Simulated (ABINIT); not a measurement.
CsPbCl3:

```
CELL_PARAMETERS angstrom
5.60500 0.00000 0.00000
0.00000 5.60500 0.00000
0.00000 0.00000 5.60500
ATOMIC_POSITIONS crystal
Pb 0.50000 0.50000 0.50000
Cs 0.00000 0.00000 0.00000
Cl 0.50000 0.00000 0.50000
Cl 0.00000 0.50000 0.50000
Cl 0.50000 0.50000 0.00000
```

| Property | Result |
| --- | --- |
| Program | ABINIT 10.8.3 (patched build) |
| Task | relaxation of cell and atoms |
| Functional | PBE |
| Potentials or basis | PseudoDojo NC SR PBE v0.4.1 standard |
| Cutoff | 789 eV |
| k mesh | 4 × 4 × 4 |
| Occupations | fermi-dirac, width 0.05 eV |
| Spin | no spin polarisation |

At the start: pressure 1.9 GPa; volume 35.22 Å³/atom.

Task: Where does the relaxation end?

Result: Over 5 steps the energy falls by 14.4 meV/atom and the volume is 37.86 Å³/atom (+7.5 %); space group Pm-3m (No. 221, to 0.05 Å).

The path:
```tsv
step	energy change (eV)	largest force (eV/Å)	pressure (GPa)	volume (Å³)
1	0.0000	0.0000	1.88	176.09
2	-0.0113	0.0000	1.70	177.10
3	-0.0716	0.0000	0.15	187.99
4	-0.0722	0.0000	0.01	189.17
5	-0.0722	0.0000	0.00	189.29
```

Final structure:
```cif
data_structure
_symmetry_space_group_name_H-M 'P 1'
_symmetry_Int_Tables_number 1
_cell_length_a 5.7418
_cell_length_b 5.7418
_cell_length_c 5.7418
_cell_angle_alpha 90.000
_cell_angle_beta 90.000
_cell_angle_gamma 90.000
_cell_volume 189.29
loop_
_atom_site_label
_atom_site_type_symbol
_atom_site_fract_x
_atom_site_fract_y
_atom_site_fract_z
_atom_site_occupancy
Pb1 Pb 0.50000 0.50000 0.50000 1
Cs1 Cs 0.00000 0.00000 0.00000 1
Cl1 Cl 0.50000 0.00000 0.50000 1
Cl2 Cl 0.00000 0.50000 0.50000 1
Cl3 Cl 0.50000 0.50000 0.00000 1
```
